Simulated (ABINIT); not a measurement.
Input of an ABINIT 10.8.3 (patched build) run:

File run.abi:

```
# Pseudopotentials
pp_dirpath "./"
pseudos "40_Zr_12_2.0_2.5_pbe_n_v1.0.psp8, 16_S_6_1.8_1.9_pbe_n_v1.0.psp8"

# Structure
acell 3.6913825498 3.6913825498 6.04107701 Angstrom
rprim
     1.0000000000     0.0000000000     0.0000000000
    -0.5000000000     0.8660254038     0.0000000000
     0.0000000000     0.0000000000     1.0000000000
ntypat 2
znucl 40 16
natom 3
typat 1 2 2
xred
     0.0000000000     0.0000000000     0.0000000000
     0.3333333333     0.6666666667     0.2379099700
     0.6666666667     0.3333333333     0.7620900300

# Plane-wave basis
ecut 18.0

# k points
kptopt 1
ngkpt 6 6 4
nshiftk 1
shiftk 0.0 0.0 0.0

# Exchange and correlation
ixc 11

# Bands and occupations
nband 14
occopt 1

# SCF cycle
nstep 100
tolvrs 1.0e-10
diemac 6.0

# Output
iomode 3
prtwf 0
prtden 0
prteig 0
prtebands 0
```

Potentials or basis: SPMS NC PBE v1.0.

Launch:

```console
$ mpirun --bind-to none -np 8 abinit run.abi > log 2>&1
```

Q: What does it give for the largest force?

A: 0.078 eV/Å.

Q: Predict the pressure.

A: 0.6 GPa.

Q: Predict the band gap on the k mesh.

A: 1.06 eV, indirect (least direct gap 1.62 eV).

Forces on the atoms (eV/Å):
```
Zr   0.000  0.000  0.000
S    0.000  0.000  0.078
S    0.000  0.000 -0.078
```

Caveat: this functional lacks dispersion, which binds the layers, so the pressure and a relaxed spacing across them are unreliable.

**The experiment to reproduce.**

“Stress-Tuned Optical Transitions in Layered 1T-MX2 (M= Hf, Zr, Sn; X= S, Se) Crystals”, 2022, arxiv:2210.12074 quotes, for a bulk crystal of ZrS2: band gap 1.68 eV (indirect).

Measured gap of ZrS2: 1.68 eV (indirect; quoted in “Stress-Tuned Optical Transitions in Layered 1T-MX2 (M= Hf, Zr, Sn; X= S, Se) Crystals”, 2022, arxiv:2210.12074). This calculation gives 1.06 eV (-0.62 eV). Spin-orbit coupling on Zr is left out. The value is that of PBE on a finite k mesh, which can miss the band edges, without temperature or zero-point motion. Semilocal functionals fall short of measured gaps as a rule. The cell is a database's relaxed one, not the measured one, which moves gaps too.
